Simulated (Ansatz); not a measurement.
Si2W:

```
W Si
1.0
    -1.60690    1.60690    3.91495
     1.60690   -1.60690    3.91495
     1.60690    1.60690   -3.91495
W Si
1 2
Direct
  0.00000 0.00000 0.00000
  0.66530 0.66530 0.00000
  0.33470 0.33470 0.00000
```

- Program: Ansatz 0.2.0
- Task: single point
- Functional: PBE
- Potentials or basis: all-electron LAPW, scalar-relativistic
- Cutoff: 239 eV (chosen from the basis error)
- Basis error allowed: 0.001 eV/atom
- k mesh: 12 × 12 × 12
- Occupations: fermi-dirac, width 0.05 eV
- Spin: no spin polarisation

On this cell: pressure 3.3 GPa; largest force 0.073 eV/Å; band gap on the k mesh none (metal or under the smearing width).

The same run follows on a disturbed copy (atoms moved at random, drawn with an rms of 0.05 Å):

```
W Si
1.0
    -1.60690    1.60690    3.91495
     1.60690   -1.60690    3.91495
     1.60690    1.60690   -3.91495
W Si
1 2
Direct
  0.01217 0.99806 0.01179
  0.68165 0.65326 0.00829
  0.33466 0.31453 0.97355
```

Q: What does the disturbed cell give?

A: The energy (extrapolated to zero smearing) moves by +15.9 meV/atom; pressure 4.2 GPa; largest force 0.960 eV/Å; band gap on the k mesh none (metal or under the smearing width).

Forces in eV/Å, atoms in the order of the input:
```
W   -0.576 -0.214  0.211
Si   0.032 -0.295  0.393
Si   0.544  0.510 -0.604
```

Stress tensor (GPa, compression positive):
```
 4.04  0.50 -0.46
 0.50  4.09 -0.66
-0.46 -0.66  4.60
```
